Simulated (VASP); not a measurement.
# W (Im-3m) in VASP: further runs

The runs below take W through relaxation of cell and atoms, single point, with PBE+D3(BJ).

All numbers are computed with VASP 6.6.1; they aren't measurements. Logs are shortened: lines on timing, memory, paths and dates and some standing lists are left out, and cuts for length are marked.

### Step 1. Starting point

The structure is cubic, space group Im-3m (No. 229). Conventional cell: a = 3.165 Å, b = 3.165 Å, c = 3.165 Å, α = 90.00°, β = 90.00°, γ = 90.00°. W (site symmetry m-3m) has 8 W at 2.74 Å as nearest neighbours.

### Step 2. Relaxation of cell and atoms, PBE+D3(BJ)

Contents of INCAR:

```
PREC = Accurate ; ENCUT = 520
EDIFF = 1E-7 ; ISMEAR = 0
SIGMA = 0.1 ; LREAL = F
LASPH = T ; NELM = 100
ALGO = Normal ; ISIF = 3
LWAVE = F ; LCHARG = F
GGA = PE ; IVDW = 12
IBRION = 2 ; NSW = 80
EDIFFG = -0.002
```

Contents of KPOINTS:

```
regular mesh
0
Gamma
  18 18 18
```

Contents of POSCAR:

```
W
1.0
   -1.5823450000      1.5823450000      1.5823450000
    1.5823450000     -1.5823450000      1.5823450000
    1.5823450000      1.5823450000     -1.5823450000
W
1
Direct
    0.0000000000      0.0000000000      0.0000000000
```

Potentials or basis: VASP PAW PBE potentials, release 64 (W_sv).

Started as:

```console
cat potpaw_PBE.64/W_sv/POTCAR > POTCAR
mpirun -np 1 vasp_std > vasp.out
```

OUTCAR:

```text
PREC = Accurate
   ENCUT = 520
   EDIFF = 1E-7
   ISMEAR = 0
   LREAL = F
   LASPH = T
   NELM = 100
   ISIF = 3
   GGA = PE
   IVDW = 12
   IBRION = 2
   NSW = 80
   EDIFFG = -0.002
 IVDW          = 12

 ion  position               nearest neighbor table
   1  0.000  0.000  0.000-

  LATTYP: Found a body centered cubic cell.
 ALAT       =     3.1646900000

  Lattice vectors:

 A1 = (  -1.5823450000,   1.5823450000,   1.5823450000)
 A2 = (   1.5823450000,  -1.5823450000,   1.5823450000)
 A3 = (   1.5823450000,   1.5823450000,  -1.5823450000)

Analysis of symmetry for initial positions (statically):
=====================================================================
 Subroutine PRICEL returns:
 Original cell was already a primitive cell.

 Routine SETGRP: Setting up the symmetry group for a
 body centered cubic supercell.

 Subroutine GETGRP returns: Found 48 space group operations
 (whereof 48 operations were pure point group operations)
 out of a pool of 48 trial point group operations.

The static configuration has the point symmetry O_h .

Analysis of symmetry for dynamics (positions and initial velocities):
=====================================================================
 Subroutine PRICEL returns:
 Original cell was already a primitive cell.

 Routine SETGRP: Setting up the symmetry group for a
 body centered cubic supercell.

 Subroutine GETGRP returns: Found 48 space group operations
 (whereof 48 operations were pure point group operations)
 out of a pool of 48 trial point group operations.

The dynamic configuration has the point symmetry O_h .

 Subroutine INISYM returns: Found 48 space group operations
 (whereof 48 operations are pure point group operations),
 and found     1 'primitive' translations

----------------------------------------------------------------------------------------

                                     Primitive cell

  volume of cell :      15.8476

  direct lattice vectors                    reciprocal lattice vectors
    -1.582345000  1.582345000  1.582345000     0.000000000  0.315986716  0.315986716
     1.582345000 -1.582345000  1.582345000     0.315986716  0.000000000  0.315986716
     1.582345000  1.582345000 -1.582345000     0.315986716  0.315986716  0.000000000

  length of vectors
     2.740701935  2.740701935  2.740701935     0.446872699  0.446872699  0.446872699

  position of ions in fractional coordinates (direct lattice)
     0.000000000  0.000000000  0.000000000

  ion indices of the primitive-cell ions
   primitive index   ion index
                 1           1

----------------------------------------------------------------------------------------

 KPOINTS: regular mesh

Automatic generation of k-mesh.
 Grid dimensions read from file:
 generate k-points for:   18   18   18

 Generating k-lattice:

  Cartesian coordinates                     Fractional coordinates (reciprocal lattice)
     0.000000000  0.017554818  0.017554818     0.055555556  0.000000000  0.000000000
     0.017554818  0.000000000  0.017554818     0.000000000  0.055555556  0.000000000
     0.017554818  0.017554818  0.000000000     0.000000000  0.000000000  0.055555556

  Length of vectors
     0.024826261  0.024826261  0.024826261

  Shift w.r.t. Gamma in fractional coordinates (k-lattice)
     0.000000000  0.000000000  0.000000000

 Subroutine IBZKPT returns following result:
 ===========================================

 Found    195 irreducible k-points:

 Following reciprocal coordinates:
            Coordinates               Weight
  0.000000  0.000000  0.000000      1.000000
  0.055556  0.000000  0.000000     12.000000
  0.111111  0.000000  0.000000     12.000000
  0.166667  0.000000  0.000000     12.000000
  0.222222  0.000000  0.000000     12.000000
  0.277778  0.000000  0.000000     12.000000
[... 16 lines left out ...]
  0.333333  0.111111 -0.000000     48.000000
  0.388889  0.111111  0.000000     48.000000
 [... further k-points ...]
   k-points           NKPTS =    195   k-points in BZ     NKDIM =    195   number of bands    NBANDS=     11
   number of dos      NEDOS =    301   number of ions     NIONS =      1
   total plane-waves  NPLWV =   8000
   dimension x,y,z NGX =    20 NGY =   20 NGZ =   20
   dimension x,y,z NGXF=    40 NGYF=   40 NGZF=   40
   ions per type =               1
   NGX,Y,Z   is equivalent  to a cutoff of  12.13, 12.13, 12.13 a.u.
   NGXF,Y,Z  is equivalent  to a cutoff of  24.26, 24.26, 24.26 a.u.
 SYSTEM =  unknown system
   PREC   = accura    normal or accurate (medium, high low for compatibility)
   ISTART =      0    job   : 0-new  1-cont  2-samecut
   ICHARG =      2    charge: 1-file 2-atom 10-const
   ISPIN  =      1    spin polarized calculation?
   LNONCOLLINEAR =      F non collinear calculations
   LSORBIT =      F    spin-orbit coupling
   LASPH  =      T    aspherical Exc in radial PAW
   ENCUT  =  520.0 eV  38.22 Ry    6.18 a.u.   5.10  5.10  5.10*2*pi/ulx,y,z
   NELM   =    100;   NELMIN=  2; NELMDL= -5     # of ELM steps
   EDIFF  = 0.1E-06   stopping-criterion for ELM
   LREAL  =      F    real-space projection
   EDIFFG = -.2E-02   stopping-criterion for IOM
   NSW    =     80    number of steps for IOM
   IBRION =      2    ionic relax: 0-MD 1-quasi-New 2-CG
   NFREE  =      1    steps in history (QN), initial steepest desc. (CG)
   ISIF   =      3    stress and relaxation
   ISYM   =      2    0-nonsym 1-usesym 2-fastsym
   POTIM  = 0.5000    time-step for ionic-motion
   TEBEG  =    0.0;   TEEND  =   0.0 temperature during run
   PSTRESS=    0.0 pullay stress
   NELECT =      14.0000    total number of electrons
   NUPDOWN=      -1.0000    fix difference up-down
   EMIN   =  10.00;   EMAX   =-10.00  energy-range for DOS
   EFERMI =   0.00;   METHOD = LEGACY
   ISMEAR =     0;   SIGMA  =   0.10  broadening in eV -4-tet -1-fermi 0-gaus
   EFERMI_NEDOS =   21; number of points for ismear=-14 and -15
   IALGO  =     38    algorithm
   IMIX   =      4    mixing-type and parameters
     AMIX     =   0.40;   BMIX     =  1.00
     AMIX_MAG =   1.60;   BMIX_MAG =  1.00
  volume/ion in A,a.u.               =      15.85       106.94
  Fermi-wavevector in a.u.,A,eV,Ry     =   1.570832  2.968442 33.572544  2.467512
  Thomas-Fermi vector in A             =   2.672506
   LORBIT       =      0    0 simple, 1 ext, 2 COOP (PROOUT), +10 PAW based schemes
   GGA     = PE    functional components
   LHFCALC =     F    Hartree Fock is set to
   AEXX    =    0.0000 exact exchange contribution
   IVDW    =    12    specifies the selected vdW correction
   LEPSILON=     F    determine dielectric tensor
   LRPA    =     F    only Hartree local field effects (RPA)
 conjugate gradient relaxation of ions
 non-spin polarized calculation
 Gauss-broadening in eV      SIGMA  =   0.10
  energy-cutoff  :      520.00
  volume of cell :       15.85
 maximum number of plane-waves:       440
   NGX = 11   NGY = 11   NGZ = 11

--------------------------------------- Ionic step        1  -------------------------------------------

 number of electron      14.0000004 magnetization

 Free energy of the ion-electron system (eV)
  ---------------------------------------------------
  ext. energy  EPLUGINS =         0.00000000
  ---------------------------------------------------
  free energy    TOTEN  =       -12.94507089 eV

  energy without entropy =      -12.94160198  energy(sigma->0) =      -12.94333644

------------------------ aborting loop because EDIFF is reached ----------------------------------------

 Edisp (eV)   -0.69548

 E8    (eV) :    -0.3566

  FORCE on cell =-STRESS in cart. coord.  units (eV):
  Direction    XX          YY          ZZ          XY          YZ          ZX
  --------------------------------------------------------------------------------------
  -------------------------------------------------------------------------------------
  Total      -0.10273    -0.10273    -0.10273     0.00000    -0.00000    -0.00000
  in kB     -10.38544   -10.38544   -10.38544     0.00000    -0.00000    -0.00000
  external pressure =      -10.39 kB  Pullay stress =        0.00 kB
[... 59 lines left out ...]
  energy  without entropy=      -13.6351318883  energy(sigma->0) =      -13.63683326

--------------------------------------- Ionic step        3  -------------------------------------------

 number of electron      14.0000004 magnetization

 Free energy of the ion-electron system (eV)
  ---------------------------------------------------
  ext. energy  EPLUGINS =         0.00000000
  ---------------------------------------------------
  free energy    TOTEN  =       -12.94289865 eV

  energy without entropy =      -12.93944624  energy(sigma->0) =      -12.94117244

 E-fermi :  11.4914     XC(G=0): -13.6602

 val. band max:       11.4883671765   @ k =  -0.2778   0.3333   0.2222
 cond. band min:      11.5025748792   @ k =   0.5000   0.5000   0.2222
 fundamental gap:      0.0142077026
 Fermi energy:        11.4914153424

 k-point     1 :       0.0000    0.0000    0.0000
  band No.  band energies     occupation
      1     -62.6804      2.00000
      2     -26.2375      2.00000
      3     -26.2375      2.00000
      4     -26.2375      2.00000
      5       1.8377      2.00000
      6      10.2616      2.00000
      7      10.2616      2.00000
      8      10.2616      2.00000
      9      13.7663      0.00000
     10      13.7663      0.00000
     11      26.0193      0.00000
[... 309 lines left out ...]
 k-point    24 :       0.3889    0.1111    0.0000
  band No.  band energies     occupation
      1     -62.5440      2.00000
      2     -27.4600      2.00000
      3     -26.6962      2.00000
      4     -26.3025      2.00000
      5       5.6379      2.00000
      6       8.0647      2.00000
      7      10.9098      2.00000
      8      13.5372      0.00000
      9      14.8760      0.00000
     10      17.9574      0.00000
     11      22.4716      0.00000

 [... further k-points ...]

------------------------ aborting loop because EDIFF is reached ----------------------------------------

 Edisp (eV)   -0.69782

 E8    (eV) :    -0.3578

  FORCE on cell =-STRESS in cart. coord.  units (eV):
  Direction    XX          YY          ZZ          XY          YZ          ZX
  --------------------------------------------------------------------------------------
  -------------------------------------------------------------------------------------
  Total       0.00083     0.00083     0.00083     0.00000     0.00000     0.00000
  in kB       0.08390     0.08390     0.08390     0.00000     0.00000     0.00000
  external pressure =        0.08 kB  Pullay stress =        0.00 kB
[... 16 lines left out ...]
  FREE ENERGIE OF THE ION-ELECTRON SYSTEM (eV)
  ---------------------------------------------------
  free  energy   TOTEN  =       -13.6407189278 eV

  energy  without entropy=      -13.6372665148  energy(sigma->0) =      -13.63899272

 reached required accuracy - stopping structural energy minimisation
```

Wall time 36 s (1 thread of Intel Xeon Platinum 8488C (Sapphire Rapids), shared host); peak memory 0.16 GiB.

What came out:

| Item | Value |
| --- | --- |
| Free energy | -13.6407 eV |
| Relaxed volume | 15.80 Å³/atom |
| Relaxed cell | a = 2.738 Å, b = 2.738 Å, c = 2.738 Å, α = 109.47°, β = 109.47°, γ = 109.47° |
| Space group after relaxing (to 0.05 Å) | Im-3m (No. 229) |
| Energy gained by relaxing | 0.2 meV/atom |
| Ionic steps | 3 |
| Pressure after relaxing | 0.0 GPa |
| Band gap on the k mesh | none (metal or under the smearing width) |
| Dispersion energy per atom | -0.698 eV |

The path:
| step | energy change (eV) | largest force (eV/Å) | pressure (GPa) | volume (Å³) |
| --- | --- | --- | --- | --- |
| 1 | 0.0000 | 0.0000 | -1.04 | 15.85 |
| 2 | 0.0020 | 0.0000 | 3.89 | 15.61 |
| 3 | -0.0002 | 0.0000 | 0.01 | 15.80 |

Final structure:
```
CELL_PARAMETERS angstrom
-1.58063 1.58063 1.58063
1.58063 -1.58063 1.58063
1.58063 1.58063 -1.58063
ATOMIC_POSITIONS crystal
W 0.00000 0.00000 0.00000
```

Levels at points of the mesh, in eV from the Fermi level:
| k point | band 3 | band 4 | band 5 | band 6 | band 7 | band 8 | band 9 | band 10 | band 11 |
| --- | --- | --- | --- | --- | --- | --- | --- | --- | --- |
| (0.00, 0.00, 0.00) | -37.73 | -37.73 | -9.65 | -1.23 | -1.23 | -1.23 | 2.27 | 2.27 | 14.53 |
| (0.50, 0.00, 0.00) | -38.15 | -37.74 | -6.30 | -3.58 | 0.69 | 2.17 | 3.15 | 6.19 | 11.15 |
| (0.50, 0.50, 0.50) | -38.64 | -38.64 | -5.86 | -5.86 | 5.20 | 5.20 | 5.20 | 8.28 | 8.28 |

Caveat: pairwise dispersion overbinds metals, which lowers pressure and volume. The run has no spin-orbit coupling, so splittings on W are missing.

### Step 3. Relaxation of cell and atoms, PBE+D3(BJ)

This run uses another cell than the first one, of 15.80 Å³/atom, 0.997 times its volume.

INCAR is that of step 2.

KPOINTS is that of step 2.

Contents of POSCAR:

```
W                                       
1.0
   -1.5806301208      1.5806301208      1.5806301208
    1.5806301208     -1.5806301208      1.5806301208
    1.5806301208      1.5806301208     -1.5806301208
  W             
     1
Direct
     0.0000000000000000    0.0000000000000000    0.0000000000000000
```

Potentials or basis: VASP PAW PBE potentials, release 64 (W_sv).

Started as:

```console
cat potpaw_PBE.64/W_sv/POTCAR > POTCAR
mpirun -np 1 vasp_std > vasp.out
```

Run time: 16 s. Hardware: 1 thread of Intel Xeon Platinum 8488C (Sapphire Rapids), shared host; peak memory 0.16 GiB.

It converged, with:

```yaml
Free_energy: -13.6407 eV
Pressure_after_relaxing: 0.0 GPa
Band_gap_on_the_k_mesh: none (metal or under the smearing width)
Dispersion_energy_per_atom: -0.698 eV
```

Final structure:
```yaml
crystal:
  lattice:
    - [-1.58063, 1.58063, 1.58063]
    - [1.58063, -1.58063, 1.58063]
    - [1.58063, 1.58063, -1.58063]
  atoms:
    - { symbol: W, position: [0.00000, 0.00000, 0.00000] }
```

Levels at points of the mesh, in eV from the Fermi level:
```csv
k point,band 4,band 5,band 6,band 7,band 8,band 9,band 10,band 11
"(0.00, 0.00, 0.00)",-37.73,-9.65,-1.23,-1.23,-1.23,2.27,2.27,14.53
"(0.50, 0.00, 0.00)",-37.74,-6.30,-3.58,0.69,2.17,3.15,6.19,11.15
"(0.50, 0.50, 0.50)",-38.64,-5.86,-5.86,5.20,5.20,5.20,8.28,8.28
```

Caveat: the relaxation stopped at its first step, so nothing moved; pairwise dispersion overbinds metals, which lowers pressure and volume.

### Step 4. Single point, PBE+D3(BJ)

This run uses another cell than the first one, of 15.80 Å³/atom, 0.997 times its volume.

Contents of INCAR:

```
PREC = Accurate ; ENCUT = 520
EDIFF = 1E-7 ; ISMEAR = 0
SIGMA = 0.1 ; LREAL = F
LASPH = T ; NELM = 100
ALGO = Normal ; ISIF = 2
LWAVE = F ; LCHARG = F
GGA = PE ; IVDW = 12
NBANDS = 13
```

KPOINTS is that of step 3.

POSCAR is that of step 3.

Started as:

```console
cat potpaw_PBE.64/W_sv/POTCAR > POTCAR
mpirun -np 1 vasp_std > vasp.out
```

Run time: 18 s. Hardware: 1 thread of Intel Xeon Platinum 8488C (Sapphire Rapids), shared host; peak memory 0.16 GiB.

Results (log left out):

* Free energy: -13.6407 eV
* Pressure: 0.0 GPa
* Band gap on the k mesh: none (metal or under the smearing width)
* Dispersion energy per atom: -0.698 eV

Levels at points of the mesh, in eV from the Fermi level:
| k point | band 3 | band 4 | band 5 | band 6 | band 7 | band 8 | band 9 | band 10 | band 11 | band 12 |
| --- | --- | --- | --- | --- | --- | --- | --- | --- | --- | --- |
| (0.00, 0.00, 0.00) | -37.73 | -37.73 | -9.65 | -1.23 | -1.23 | -1.23 | 2.27 | 2.27 | 14.53 | 14.53 |
| (0.50, 0.00, 0.00) | -38.15 | -37.74 | -6.30 | -3.58 | 0.69 | 2.17 | 3.15 | 6.19 | 11.15 | 11.50 |
| (0.50, 0.50, 0.50) | -38.64 | -38.64 | -5.86 | -5.86 | 5.20 | 5.20 | 5.20 | 8.28 | 8.28 | 8.28 |

Caveat: pairwise dispersion overbinds metals, which lowers pressure and volume. The run has no spin-orbit coupling, so splittings on W are missing.

(Part 1 of 2 ends here.)
